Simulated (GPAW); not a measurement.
# GaAs (F-43m) in GPAW: further runs

The runs below take GaAs through equation of state, with RPBE, r4SCAN.

All numbers are computed with GPAW 26.7.0; they aren't measurements. Logs are shortened: lines on timing, memory, paths and dates and some standing lists are left out, and cuts for length are marked. The log counts tension as positive stress, the text compression.

### 1 The structure

The structure is cubic, space group F-43m (No. 216). Conventional cell: a = 5.654 Å, b = 5.654 Å, c = 5.654 Å, α = 90.00°, β = 90.00°, γ = 90.00°. As (site symmetry -43m) is surrounded by 4 Ga at 2.45 Å. Ga (site symmetry -43m) has 4 As at 2.45 Å as nearest neighbours.

### 2 Equation of state, RPBE

Input file run.py:

```python
from ase.eos import EquationOfState
from ase.io import Trajectory, read
from ase.units import GPa
from gpaw import GPAW, PW

atoms = read('GaAs.xyz')

traj = Trajectory('eos.traj', 'w')
volumes, energies = [], []
for x in [0.94, 0.96, 0.98, 1.0, 1.02, 1.04, 1.06]:
    a = atoms.copy()
    a.set_cell(atoms.cell * x**(1 / 3), scale_atoms=True)
    calc = GPAW(mode=PW(600),
                xc='RPBE',
                kpts={'size': (8, 8, 8), 'gamma': True},
                occupations={'name': 'fermi-dirac', 'width': 0.05},
                nbands=11,
                convergence={'density': 1e-05, 'energy': 1e-05},
                maxiter=150,
                txt=f'eos-{x:.2f}.txt')
    a.calc = calc
    energies.append(a.get_potential_energy(force_consistent=True))
    volumes.append(a.get_volume())
    p = -a.get_stress()[:3].mean() / GPa
    calc.write(f'eos-{x:.2f}.gpw')
    traj.write(a)
    print(f'{x:.2f} {volumes[-1]:10.4f} A^3 {energies[-1]:14.6f} eV {p:9.3f} GPa', flush=True)

v0, e0, B = EquationOfState(volumes, energies, eos='birchmurnaghan').fit()
print(f'V0 = {v0:.4f} A^3, E0 = {e0:.6f} eV, B0 = {B / GPa:.2f} GPa')
```

Input file GaAs.xyz:

```xyz
2
Lattice="0.0000000000 2.8268500000 2.8268500000 2.8268500000 0.0000000000 2.8268500000 2.8268500000 2.8268500000 0.0000000000" Properties=species:S:1:pos:R:3 pbc="T T T"
As     4.2402750000      4.2402750000      4.2402750000
Ga     0.0000000000      0.0000000000      0.0000000000
```

Potentials or basis: the program's PAW data sets (release 1.2.1) made for this functional, pw.

Command:

```sh
OMP_NUM_THREADS=1 python run.py
```

The log of the run:

```text
__  _  _
 | _ |_)|_||  |
 |__||  | ||/\| - 26.7.0

Input parameters:
  mode=PW(ecut=600.0),
  convergence={'density': 1e-05, 'energy': 1e-05},
  kpts=MonkhorstPack(size=(8, 8, 8), gamma=True),
  maxiter=150,
  nbands=11,
  occupations=Occupations(name='fermi-dirac', width=0.05),
  xc=XC(name='RPBE')

Diagonalizing LCAO Hamiltonian
Converting LCAO to pw mode

                    As

       Ga

Atoms  # Å, Bohr magnetons
|   | symbol |        x |        y |        z |    initial magnetic moments |
|---|--------|----------|----------|----------|-----------------------------|
| 0 |     As | 4.153714 | 4.153714 | 4.153714 | ( 0.0000,  0.0000,  0.0000) |
| 1 |     Ga | 0.000000 | 0.000000 | 0.000000 | ( 0.0000,  0.0000,  0.0000) |

Unit cell  # Å
| periodic |        x |        y |        z |  lengths |    angles |
|----------|----------|----------|----------|----------|-----------|
|      yes | 0.000000 | 2.769143 | 2.769143 | 3.916160 | 60.000000 |
|      yes | 2.769143 | 0.000000 | 2.769143 | 3.916160 | 60.000000 |
|      yes | 2.769143 | 2.769143 | 0.000000 | 3.916160 | 60.000000 |

Number of symmetries: 24
Symmetry operations  # r_c * U_cc + t_c -> r_c
|    | kind |            matrix            |
|----|------|------------------------------|
|  0 |  E   |  1, 0, 0,  0, 1, 0,  0, 0, 1 |
|  1 |  σ   |  1, 0, 0,  0, 0, 1,  0, 1, 0 |
|  2 |  σ   |  1, 0,-1,  0, 1,-1,  0, 0,-1 |
|  3 |  C3  |  1, 0,-1,  0, 0,-1,  0, 1,-1 |
|  4 |  C3  |  1,-1, 0,  0,-1, 1,  0,-1, 0 |
|  5 |  σ   |  1,-1, 0,  0,-1, 0,  0,-1, 1 |
|  6 |  σ   |  0, 1, 0,  1, 0, 0,  0, 0, 1 |
|  7 |  C3  |  0, 1, 0,  0, 0, 1,  1, 0, 0 |
|  8 |  C2  |  0, 1,-1,  1, 0,-1,  0, 0,-1 |
|  9 |  S4  |  0, 1,-1,  0, 0,-1,  1, 0,-1 |
| 10 |  C3  |  0, 0, 1,  1, 0, 0,  0, 1, 0 |
| 11 |  σ   |  0, 0, 1,  0, 1, 0,  1, 0, 0 |
| 12 |  S4  |  0, 0,-1,  1, 0,-1,  0, 1,-1 |
| 13 |  C3  |  0, 0,-1,  0, 1,-1,  1, 0,-1 |
| 14 |  S4  |  0,-1, 1,  1,-1, 0,  0,-1, 0 |
| 15 |  C2  |  0,-1, 1,  0,-1, 0,  1,-1, 0 |
| 16 |  C3  |  0,-1, 0,  1,-1, 0,  0,-1, 1 |
| 17 |  S4  |  0,-1, 0,  0,-1, 1,  1,-1, 0 |
| 18 |  S4  | -1, 1, 0, -1, 0, 1, -1, 0, 0 |
| 19 |  C3  | -1, 1, 0, -1, 0, 0, -1, 0, 1 |
| 20 |  C3  | -1, 0, 1, -1, 1, 0, -1, 0, 0 |
| 21 |  S4  | -1, 0, 1, -1, 0, 0, -1, 1, 0 |
| 22 |  σ   | -1, 0, 0, -1, 1, 0, -1, 0, 1 |
| 23 |  C2  | -1, 0, 0, -1, 0, 1, -1, 1, 0 |

BZ-sampling:
  Number of BZ points: 512
  Number of IBZ points: 29

  Monkhorst-Pack size: [8, 8, 8]
  Monkhorst-Pack shift: [0.0625, 0.0625, 0.0625]

K-points  # in reciprocal-cell coordinates
|     |                                coordinates |     weight |
|-----|--------------------------------------------|------------|
|   0 | (  0.00000000,   0.00000000,   0.00000000) | 0.00195312 |
|   1 | (  0.12500000,   0.12500000,   0.00000000) | 0.01171875 |
|   2 | (  0.12500000,   0.12500000,   0.12500000) | 0.01562500 |
|   3 | (  0.25000000,   0.12500000,   0.12500000) | 0.02343750 |
|   4 | (  0.25000000,   0.25000000,   0.00000000) | 0.01171875 |
|   5 | (  0.25000000,   0.25000000,   0.12500000) | 0.04687500 |
|   6 | (  0.25000000,   0.25000000,   0.25000000) | 0.01562500 |
|   7 | (  0.37500000,   0.25000000,  -0.37500000) | 0.04687500 |
|   8 | (  0.37500000,   0.25000000,   0.12500000) | 0.04687500 |
|   9 | (  0.37500000,   0.25000000,   0.25000000) | 0.04687500 |
| ... |                                            |            |
|  28 | (  0.50000000,   0.50000000,   0.50000000) | 0.00781250 |

Plane wave coefficients: 1428
Cutoff: 600.0 eV

Spin-components: 1 (collinear spins)
Bands:           11
Projectors:      10
Spin-degeneracy: 2
Datatype:        complex128

Parallelization:
  kpt:    1
  domain: 1
  band:   1

Density:
  Valence electrons: 8.0
  Components: 1
  Grid points: [24 24 24]
  Charge: 0.0  # |e|

Potential:
  Grid points: [24 24 24]

species:
  As:
    name:    Arsenic
    Z:       33.0
    valence: 5
    core:    28
    charge:  0.0  # [|e|]
    compensation charges:
      type: gauss
      rc: 0.33  # [Å]
      lmax: 2
    cutoffs:
      filter: 1.87  # [Å]
      core: 2.96  # [Å]
    projectors
    | kind |    occ | energy [eV] | rcut [Å] |
    |------|--------|-------------|----------|
    |   4s |  2.000 |     -14.426 |    1.058 |
    |   4p |  3.000 |      -5.163 |    1.058 |
    |    s |        |      12.785 |    1.058 |
    |    p |        |      22.048 |    1.058 |
    |    d |        |       0.000 |    1.058 |

    Using partial waves for As as LCAO basis

  Ga:
    name:    Gallium
    Z:       31.0
    valence: 3
    core:    28
    charge:  0.0  # [|e|]
    compensation charges:
      type: gauss
      rc: 0.37  # [Å]
      lmax: 2
    cutoffs:
      filter: 2.06  # [Å]
      core: 4.17  # [Å]
    projectors
    | kind |    occ | energy [eV] | rcut [Å] |
    |------|--------|-------------|----------|
    |   4s |  2.000 |      -8.878 |    1.164 |
    |   4p |  1.000 |      -2.543 |    1.164 |
    |    s |        |      18.334 |    1.164 |
    |    p |        |      24.668 |    1.164 |
    |    d |        |       0.000 |    1.164 |

    Using partial waves for Ga as LCAO basis

Reference energy: -114399.796401  # eV

eigensolver:
  PPCG
  Converge bands: occupied
  niter=2

density mixing:
  MSR1-Mixer
  Pratt-step length: 0.05
  Maximum mixing coefficient: 0.75
  Old densities: 10
  SVD Regularization: 0.005
  Good broyden scale: 1.0
  Trust region scale: 1.0
  Backstep threshold: 4.0
  History deletion threshold: 6.0
  Fourier metric: weight=20.0, sigma=0.015

occupation numbers:
  Fermi-Dirac:
    width: 0.0500  # eV

poisson solver:
  ecut: 4800.0  # eV

xc functional:
  name: RPBE with 2 nearest neighbor stencil

convergence criteria:
- Maximum integral of absolute [dens]ity change: 1e-05 electrons / valence electron
- Maximum [total energy] change in last 3 cyles: 1e-05 eV / valence electron
- Maximum integral of absolute [eigenst]ate change: 4e-08 eV^2 / valence electron
maximum number of iterations: 150

SCF iterations
|iter     | |      energy | eigst |  dens |
|---------|-|-------------|-------|-------|
|iter:   1| |   -7.426740 | -0.63 |       |
|iter:   2| |   -7.411487 | -3.04 | -0.89 |
|iter:   3| |   -7.358253 | -2.09 | -0.92 |
|iter:   4| |   -7.363702 | -3.49 | -1.51 |
|iter:   5| |   -7.364628 | -4.40 | -2.01 |
|iter:   6| |   -7.364682 | -5.67 | -2.73 |
|iter:   7| |   -7.364684c| -7.16 | -3.47 |
|iter:   8| |   -7.364684c| -8.11c| -4.06 |
|iter:   9| |   -7.364684c| -8.35c| -5.00 |
|iter:  10| |   -7.364684c| -8.51c| -5.38c|

Converged in 10 steps
Energy contributions relative to reference atoms: (reference = -114399.796401)

Energy contributions:
  Kinetic:          36.304345
  Coulomb:         -31.572394
  Zero:              0.012326
  External:          0.000000
  Xc:              -12.108961
  Entropy:          -0.000000
  Spinorbit:         0.000000
  ----------------------------
  Free energy:      -7.364684
  Extrapolated:     -7.364684

dipole moment: (-10.545225, -10.545225, -10.545225)  # |e|*Ang

Fermi level: 6.311
Eigenvalues  # (at kpt = [0.000, 0.000, 0.000])
| band index |      eig [eV] | occ [0-2] |
|------------|---------------|-----------|
|          0 |        -7.429 |     2.000 |
|          1 |         5.694 |     2.000 |
|          2 |         5.694 |     2.000 |
|          3 |         5.694 |     2.000 |
|          4 |         6.888 |     0.000 |
|          5 |         9.509 |     0.000 |
|          6 |         9.509 |     0.000 |
|          7 |         9.509 |     0.000 |
|          8 |        13.753 |     0.000 |
|          9 |        15.898 |     0.000 |
|         10 |        15.898 |     0.000 |

Gap: 1.194 eV
Transition (v -> c):
  (s=0, k=0, n=3, [0.00, 0.00, 0.00]) -> (s=0, k=0, n=4, [0.00, 0.00, 0.00])
No difference between direct/indirect transitions

Stress tensor  # eV/Ang^3
|         x |         y |         z |
|-----------|-----------|-----------|
| -0.077447 |  0.000000 |  0.000000 |
|  0.000000 | -0.077447 |  0.000000 |
|  0.000000 |  0.000000 | -0.077447 |

# Writing to eos-0.94.gpw (mode='')
```

Run time: 73 s. Hardware: 1 thread of Arm Neoverse V1, shared host; peak memory 0.22 GiB.

Results:

```yaml
Equilibrium_volume: "24.70 Å³/atom (rough: see the caveat)"
Bulk_modulus: 58 GPa (rough)
```

Energy against volume, from the lowest point:
```tsv
volume (Å³/atom)	energy (meV/atom)
21.234	111.84
21.686	80.05
22.138	54.27
22.590	33.90
23.041	18.38
23.493	7.23
23.945	0.00
```

Caveat: the minimum lies outside the volumes run.

### 3 Equation of state, r4SCAN

Edit run.py of step 2 so:

```diff
@@ -1 +1,3 @@
+import spglib
+from ase import Atoms
 from ase.eos import EquationOfState
@@ -5,3 +7,6 @@
 
-atoms = read('GaAs.xyz')
+atoms = read('GaAs.cif')
+cell, positions, numbers = spglib.find_primitive(
+    (atoms.cell[:], atoms.get_scaled_positions(), atoms.numbers), symprec=1e-4)
+atoms = Atoms(numbers, cell=cell, scaled_positions=positions, pbc=True)
 
@@ -13,3 +18,3 @@
     calc = GPAW(mode=PW(600),
-                xc='RPBE',
+                xc='MGGA_X_R4SCAN+MGGA_C_R2SCAN',
                 kpts={'size': (8, 8, 8), 'gamma': True},
```

Input file GaAs.cif:

```cif
data_GaAs
_cell_length_a 5.65370000
_cell_length_b 5.65370000
_cell_length_c 5.65370000
_cell_angle_alpha 90.00000000
_cell_angle_beta 90.00000000
_cell_angle_gamma 90.00000000
_space_group_name_H-M_alt 'F-43m'
_space_group_name_Hall 'F -4 2 3'
_space_group_IT_number 216
loop_
_space_group_symop_operation_xyz
'x,y,z'
'y,-x,-z'
'-x,-y,z'
'-y,x,-z'
'x,-y,-z'
'y,x,z'
'-x,y,-z'
'-y,-x,z'
'z,x,y'
'-z,y,-x'
'z,-x,-y'
'-z,-y,x'
'-z,x,-y'
'z,y,x'
'-z,-x,y'
'z,-y,-x'
'y,z,x'
'-x,-z,y'
'-y,z,-x'
'x,-z,-y'
'-y,-z,x'
'x,z,y'
'y,-z,-x'
'-x,z,-y'
'x,y+1/2,z+1/2'
'y,-x+1/2,-z+1/2'
'-x,-y+1/2,z+1/2'
'-y,x+1/2,-z+1/2'
'x,-y+1/2,-z+1/2'
'y,x+1/2,z+1/2'
'-x,y+1/2,-z+1/2'
'-y,-x+1/2,z+1/2'
'z,x+1/2,y+1/2'
'-z,y+1/2,-x+1/2'
'z,-x+1/2,-y+1/2'
'-z,-y+1/2,x+1/2'
'-z,x+1/2,-y+1/2'
'z,y+1/2,x+1/2'
'-z,-x+1/2,y+1/2'
'z,-y+1/2,-x+1/2'
'y,z+1/2,x+1/2'
'-x,-z+1/2,y+1/2'
'-y,z+1/2,-x+1/2'
'x,-z+1/2,-y+1/2'
'-y,-z+1/2,x+1/2'
'x,z+1/2,y+1/2'
'y,-z+1/2,-x+1/2'
'-x,z+1/2,-y+1/2'
'x+1/2,y,z+1/2'
'y+1/2,-x,-z+1/2'
'-x+1/2,-y,z+1/2'
'-y+1/2,x,-z+1/2'
'x+1/2,-y,-z+1/2'
'y+1/2,x,z+1/2'
'-x+1/2,y,-z+1/2'
'-y+1/2,-x,z+1/2'
'z+1/2,x,y+1/2'
'-z+1/2,y,-x+1/2'
'z+1/2,-x,-y+1/2'
'-z+1/2,-y,x+1/2'
'-z+1/2,x,-y+1/2'
'z+1/2,y,x+1/2'
'-z+1/2,-x,y+1/2'
'z+1/2,-y,-x+1/2'
'y+1/2,z,x+1/2'
'-x+1/2,-z,y+1/2'
'-y+1/2,z,-x+1/2'
'x+1/2,-z,-y+1/2'
'-y+1/2,-z,x+1/2'
'x+1/2,z,y+1/2'
'y+1/2,-z,-x+1/2'
'-x+1/2,z,-y+1/2'
'x+1/2,y+1/2,z'
'y+1/2,-x+1/2,-z'
'-x+1/2,-y+1/2,z'
'-y+1/2,x+1/2,-z'
'x+1/2,-y+1/2,-z'
'y+1/2,x+1/2,z'
'-x+1/2,y+1/2,-z'
'-y+1/2,-x+1/2,z'
'z+1/2,x+1/2,y'
'-z+1/2,y+1/2,-x'
'z+1/2,-x+1/2,-y'
'-z+1/2,-y+1/2,x'
'-z+1/2,x+1/2,-y'
'z+1/2,y+1/2,x'
'-z+1/2,-x+1/2,y'
'z+1/2,-y+1/2,-x'
'y+1/2,z+1/2,x'
'-x+1/2,-z+1/2,y'
'-y+1/2,z+1/2,-x'
'x+1/2,-z+1/2,-y'
'-y+1/2,-z+1/2,x'
'x+1/2,z+1/2,y'
'y+1/2,-z+1/2,-x'
'-x+1/2,z+1/2,-y'
loop_
_atom_site_label
_atom_site_type_symbol
_atom_site_symmetry_multiplicity
_atom_site_Wyckoff_symbol
_atom_site_fract_x
_atom_site_fract_y
_atom_site_fract_z
_atom_site_occupancy
As1 As 4 c 0.2500000000 0.2500000000 0.2500000000 1
Ga1 Ga 4 a 0.0000000000 0.0000000000 0.0000000000 1
```

Potentials or basis: GPAW PAW data sets (gpaw-data 1.2.1), pw.

Command:

```sh
OMP_NUM_THREADS=1 python run.py
```

Run time: 3.7 min. Hardware: 1 thread of Arm Neoverse V2, shared host; peak memory 0.61 GiB.

Results (log left out):

```yaml
Equilibrium_volume: "22.77 Å³/atom (rough: see the caveat)"
Bulk_modulus: 74 GPa (rough)
```

Energy against volume, from the lowest point:
```
volume (Å³/atom)  energy (meV/atom)
          21.234              27.05
          21.686              12.76
          22.138               3.90
          22.590               0.00
          23.041               0.43
          23.493               4.52
          23.945              12.28
```

Caveat: the points scatter about the fit; the PAW data sets were made with another functional, which shifts forces and pressure a little.
